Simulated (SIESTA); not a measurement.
## HfO2 in SIESTA: the effect of functional

The system is HfO2.

```xyz
6
Lattice="3.5580 0.0000 0.0000 0.0000 3.5580 0.0000 0.0000 0.0000 5.1719" Properties=species:S:1:pos:R:3 pbc="T T T"
Hf    0.0000    0.0000    0.0000
Hf    1.7790    1.7790    2.5859
O     0.0000    1.7790    1.0199
O     1.7790    0.0000    1.5660
O     1.7790    0.0000    4.1519
O     0.0000    1.7790    3.6059
```

Measurements of this composition are mostly on another form, of space group No. 14.

Alike in all runs:

| Item | Value |
| --- | --- |
| Program | SIESTA 5.4.2 |
| Task | band structure |
| Basis | DZP (energy shift 0.003 Ry; two zetas on semicore shells) |
| Grid cutoff | 800 Ry |
| Energy shift | 0.003 Ry |
| k mesh | 6 × 6 × 4 |
| Occupations | fermi-dirac, width 0.05 eV |
| Spin | no spin polarisation |

Question: One run gave: gap on the mesh 4.58 eV; pressure 19.9 GPa; largest force 0.31 eV/Å. Which functional did it use?
A. AM05
B. BLYP
C. PBEsol
D. RPBE
E. revPBE

Answer: B.

| functional | potentials or basis | gap on the mesh (eV) | pressure (GPa) | largest force (eV/Å) |
| --- | --- | --- | --- | --- |
| LDA | PseudoDojo 0.4 standard (LDA files) | 4.43 | -3.4 | 0.16 |
| PBEsol | PseudoDojo 0.4 standard (PBEsol files) | 4.51 | 4.1 | 0.24 |
| AM05 | PseudoDojo 0.4 standard (PBEsol files) | 4.51 | 4.5 | 0.22 |
| WC | PseudoDojo 0.4 standard (PBEsol files) | 4.51 | 4.5 | 0.24 |
| PBE | PseudoDojo 0.4 standard (PBE files) | 4.59 | 12.7 | 0.30 |
| PW91 | PseudoDojo 0.4 standard (PBE files) | 4.58 | 12.1 | 0.29 |
| revPBE | PseudoDojo 0.4 standard (PBE files) | 4.66 | 15.8 | 0.31 |
| RPBE | PseudoDojo 0.4 standard (PBE files) | 4.68 | 17.0 | 0.32 |
| BLYP | PseudoDojo 0.4 standard (PBE files) | 4.58 | 19.9 | 0.31 |

Caveats: short orbitals over semicore shells can move pressures by several GPa; spin-orbit coupling is left out, which moves the levels of the heavy elements; the basis of atomic orbitals isn't converged, which shifts pressures, moduli and gaps; the potentials were made for another functional, which shifts forces and pressure (some runs).

